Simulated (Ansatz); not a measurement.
# BeTe (rocksalt type): how the settings move a single-point run

Aim: see which settings change the result for BeTe (rocksalt type), by how much, and at what cost.

Program: Ansatz 0.2.0. Level of theory: reference: DFT, PBE, all-electron LAPW, scalar-relativistic. These are calculated values, not measurements.

### 1 The starting structure

Symmetry: Fm-3m, No. 225, cubic system. Conventional cell: a = 5.324 Å, b = 5.324 Å, c = 5.324 Å, α = 90.00°, β = 90.00°, γ = 90.00°. Be (site symmetry m-3m) is surrounded by 6 Te at 2.66 Å. Around Te (site symmetry m-3m) lie 6 Be at 2.66 Å.

Coordinates:

```xyz
2
Lattice="0.0000 2.6621 2.6621 2.6621 0.0000 2.6621 2.6621 2.6621 0.0000" Properties=species:S:1:pos:R:3 pbc="T T T"
Be    0.0000    0.0000    0.0000
Te    2.6621    2.6621    2.6621
```

### 2 Reference

Contents of input.yaml:

```yaml
crystal:
  lattice:
    - [0.0, 2.6620717408, 2.6620717408]
    - [2.6620717408, 0.0, 2.6620717408]
    - [2.6620717408, 2.6620717408, 0.0]
  atoms:
    - { symbol: Be, position: [0.0, 0.0, 0.0] }
    - { symbol: Te, position: [0.5, 0.5, 0.5] }
kpoints:
  mp_grid: { grid: [13, 13, 13] }
scf:
  occupations: { method: fermi_dirac, width: 0.05 }
hamiltonian:
  xc: pbe
  pseudopotentials: { kind: all_electron, lapw: { basis_error: 0.001 } }
output:
  forces: true
  stress: true
  eigenvalues: true
```

Launch:

```
$ ansatz run input.yaml --threads 1 --pin off --max-ram 2048MiB --backend cpu --events-out ev --progress --plain --runs-dir out
```

From the output:

```text
[...]
Basis set: ecut = 168.22134908596408 eV, 169 PW (Γ), exchange–correlation at level 2
[...]
k-points: 84 of 2197
[...]
SCF iter   1: F=—  HF=-185285.963011 eV  |F-HF|=—  |Δ(HF+E_count)|=         —  Δρ=1.02e-2  dr2=3.23e-2  ethr=1.15e-4  ⟨swp⟩=3.0  Hψ=10911  notcnv=0
preconditioner: auto → Kerker (q_TF=auto, 2.596 Å⁻¹)  [metal: Δε(μ)=0.052 eV  Ē_g=10.214 eV  σ=0.050 eV  W_gap=0.25  n_scr=14 (ndim 8)  ℏωp=17.1 eV  f_vac=0.000  D(μ)=0.54/eV (n_scr^D=0)]
SCF iter   2: F=—  HF=-185285.966576 eV  |F-HF|=—  |Δ(HF+E_count)|=   3.56e-3  Δρ=7.41e-3  dr2=2.04e-2  ethr=1.15e-4  ⟨swp⟩=2.0  Hψ=4221  notcnv=0
[...]
SCF iter   7: F=—  HF=-185285.972334 eV  |F-HF|=—  |Δ(HF+E_count)|=   3.58e-6  Δρ=3.20e-5  dr2=5.56e-7  ethr=3.83e-8  ⟨swp⟩=2.7  Hψ=4313  notcnv=0
SCF iter   8: F=-185285.972334 eV  HF=-185285.972334 eV  |F-HF|=1.96e-8  |Δ(HF+E_count)|=   6.80e-8  Δρ=8.35e-6  dr2=3.25e-8  ethr=1.99e-9  ⟨swp⟩=2.0  Hψ=4212  notcnv=0
[...]
SCF converged after 8 iterations
Free energy (F): -185285.972334 eV
[...]
E sigma→0 (E₀):  -185285.970059 eV
[...]
Fermi energy:    12.155973 eV
[...]
  P = ⅓ Tr σ = 1.4313 GPa (14.313 kbar)
[...]
```

Run time: 3.2 s. Hardware: 1 thread, shared host.

### 3 A further run, with the input changed

input.yaml, as its differences from that of step 2:

```diff
@@ -12,2 +12,3 @@
   occupations: { method: fermi_dirac, width: 0.05 }
+  convergence: { dr2_threshold: 0.0001 }
 hamiltonian:
```

Launch:

```
$ ansatz run input.yaml --threads 1 --pin off --max-ram 2048MiB --backend cpu --events-out ev --progress --plain --runs-dir out
```

Standard output, cut to the lines that bear on the results:

```text
Warning: scf.convergence.dr2_threshold = 1e-4 eV is looser than this run's default, which is 1e-7 eV or tighter. The error in the forces grows as the threshold's square root, so leave the key out unless less accurate forces are enough
Warning: output.stress: scf.convergence.dr2_threshold = 1e-4 eV is looser than the 1e-7 eV advised for a printed stress on datasets or a basis made for the crystal, by an estimate of what a threshold leaves in their stress. Set scf.convergence.dr2_threshold to 1e-7 eV or tighter
LAPW: plane waves up to 6.645 Å⁻¹, error target 1.0e-3 eV per atom; small_component_spin mean_spin; Be in spheres of 1.050 Å, 4 of its electrons in bands, Dirac shells []; Te in spheres of 1.612 Å, 24 of its electrons in bands, Dirac shells []
[...]
Pseudopotentials: kind: all_electron
Pseudopotential: Be, LAPW, valence charge 4, Koelling and Harmon's equation, gaussian nucleus
Pseudopotential: Te, LAPW, valence charge 24, Koelling and Harmon's equation, gaussian nucleus
Functional definition: PBE
[...]
Crystal: 2 atoms, lattice volume = 37.730 Å³
Basis set: ecut = 168.22134908596408 eV, 169 PW (Γ), exchange–correlation at level 2
Bands: 18, of which v1, the nominal top of the filled ones, is band 14 counted from 1 (13 counted from 0)
Symmetry: 48 space group operations
Space group: Fm-3m (ITA 225), of the structure as read, at distance tolerance 3.4e-5 Å
k-points: 84 of 2197
[...]
SCF iter   1: F=—  HF=-185285.963011 eV  |F-HF|=—  |Δ(HF+E_count)|=         —  Δρ=1.02e-2  dr2=3.23e-2  ethr=1.15e-4  ⟨swp⟩=3.0  Hψ=10911  notcnv=0
[...]
the basis was enlarged: its passes take 13.0 KiB over the memory plan, 1 of 1 planned eigensolver slots
SCF iter   6: F=-185285.972333 eV  HF=-185285.972331 eV  |F-HF|=1.85e-6  |Δ(HF+E_count)|=   8.71e-7  Δρ=1.73e-4  dr2=1.07e-5  ethr=2.27e-7  ⟨swp⟩=2.5  Hψ=4256  notcnv=0
[...]
SCF converged after 6 iterations
Free energy (F): -185285.972333 eV
[...]
E sigma→0 (E₀):  -185285.970057 eV
Entropy (-TS):   -0.004551 eV (-2.275 meV/atom)
Fermi energy:    12.155675 eV
[...]
--- Forces (eV/Å), atoms counted from 1 ---
  atom   1  Be    -0.00000000     0.00000000     0.00000000
  atom   2  Te    -0.00000000     0.00000000     0.00000000
[...]
--- Stress (GPa, compression-positive) ---
        1.433028       0.000000       0.000000
        0.000000       1.433028      -0.000000
        0.000000      -0.000000       1.433028
  P = ⅓ Tr σ = 1.4330 GPa (14.330 kbar)
--- Band table (eV; the first three rows and the last of 84) ---
  k-point 0: bands = ["-147.2414", "-97.2818", "-97.2818", "-97.2818", "-89.6735", "-24.6264", "-24.6264", "-24.6234", "-24.6234", "-24.6234", "-1.3397", "11.9050", "11.9050", "11.9050", "15.4243", "18.5083", "18.5083", "18.5083"]
[...]
```

Wall time 2.9 s (1 thread, shared host).

### 4 Checking the result

The run converged and reported no error, with warnings (force scf threshold loose, stress scf threshold loose). Its log warns: «scf.convergence.dr2_threshold = 1e-4 eV is looser than this run's default, which is 1e-7 eV or tighter. The error in the forces grows as the threshold's square root ...»

In the input, scf.convergence.dr2_threshold is 0.0001. With so loose a criterion, "converged" says little: forces and stress carry the leftover error to first order.

To undo it: delete scf.convergence.dr2_threshold (the default then holds).

The changed convergence setting doesn't alter the result here (within 0.5 meV/atom). Cost: 6 SCF cycles against 8.

### 5 Variant: xc lda

input.yaml, as its differences from that of step 2:

```diff
@@ -13,3 +13,3 @@
 hamiltonian:
-  xc: pbe
+  xc: lda
   pseudopotentials: { kind: all_electron, lapw: { basis_error: 0.001 } }
```

Launch:

```
$ ansatz run input.yaml --threads 1 --pin off --max-ram 2048MiB --backend cpu --events-out ev --progress --plain --runs-dir out
```

Standard output, cut to the lines that bear on the results:

```text
LAPW: plane waves up to 6.654 Å⁻¹, error target 1.0e-3 eV per atom; small_component_spin mean_spin; Be in spheres of 1.051 Å, 4 of its electrons in bands, Dirac shells []; Te in spheres of 1.611 Å, 24 of its electrons in bands, Dirac shells []
[...]
[... 3 set-up lines as earlier in the session ...]
Functional definition: SPW92
[...]
Crystal: 2 atoms, lattice volume = 37.730 Å³
Basis set: ecut = 168.70299661618705 eV, 169 PW (Γ), exchange–correlation at level 2
Bands: 18, of which v1, the nominal top of the filled ones, is band 14 counted from 1 (13 counted from 0)
[... 2 set-up lines as earlier in the session ...]
k-points: 84 of 2197
[...]
SCF iter   8: F=-185128.969056 eV  HF=-185128.969056 eV  |F-HF|=5.33e-9  |Δ(HF+E_count)|=   1.00e-7  Δρ=8.34e-6  dr2=3.03e-8  ethr=2.37e-9  ⟨swp⟩=2.0  Hψ=4212  notcnv=0
[...]
SCF converged after 8 iterations
Free energy (F): -185128.969056 eV
[...]
E sigma→0 (E₀):  -185128.966795 eV
Entropy (-TS):   -0.004521 eV (-2.260 meV/atom)
Fermi energy:    11.923063 eV
[...]
--- Forces (eV/Å), atoms counted from 1 ---
  atom   1  Be    -0.00000000     0.00000000     0.00000000
  atom   2  Te    -0.00000000     0.00000000     0.00000000
[...]
--- Stress (GPa, compression-positive) ---
       -2.420602      -0.000000       0.000000
       -0.000000      -2.420602      -0.000000
        0.000000      -0.000000      -2.420602
  P = ⅓ Tr σ = -2.4206 GPa (-24.206 kbar)
--- Band table (eV; the first three rows and the last of 84) ---
  k-point 0: bands = ["-146.8744", "-97.0946", "-97.0946", "-97.0946", "-88.3885", "-24.7078", "-24.7078", "-24.7016", "-24.7016", "-24.7016", "-1.6240", "11.6376", "11.6376", "11.6376", "15.1081", "18.1851", "18.1851", "18.1851"]
[...]
```

It took 3.3 s on 1 thread, shared host.

After a change of functional the difference of the totals has no physical meaning; the pressure goes from 1.4 to -2.4 GPa. At this fixed cell a lower pressure means that this functional prefers a smaller volume than the reference.

### 6 All runs together

| run | ending | energy change | pressure (GPa) | gap (eV) | force (eV/Å) | cycles | time |
| --- | --- | --- | --- | --- | --- | --- | --- |
| reference | converged | 0 | 1.4 | 0.00 | 0.00 | 8 | 3.2 s |
| 1: dr2_threshold 0.0001 | converged | 0.0 meV/atom | 1.4 | 0.00 | 0.00 | 6 | 2.9 s |
| 2: xc lda | converged | not comparable | -2.4 | 0.00 | 0.00 | 8 | 3.3 s |

Residual by cycle in the longest SCF loop of each run; runs are numbered as in the table. The quantity is the density residual dr2, in eV.

| cycle | reference | run 1 | run 2 |
| --- | --- | --- | --- |
| 1 | 0.0323 | 0.0323 | 0.037 |
| 2 | 0.0204 | 0.0204 | 0.0225 |
| 3 | 0.00357 | 0.00357 | 0.0033 |
| 4 | 0.00121 | 0.00121 | 0.00129 |
| 5 | 6.3e-5 | 6.3e-5 | 5.0e-5 |
| 6 | 1.1e-5 | 1.1e-5 | 9.9e-6 |
| 7 | 5.6e-7 | - | 6.6e-7 |
| 8 | 3.2e-8 | - | 3.0e-8 |

«dr2_threshold 0.0001» leaves the energy as it was.
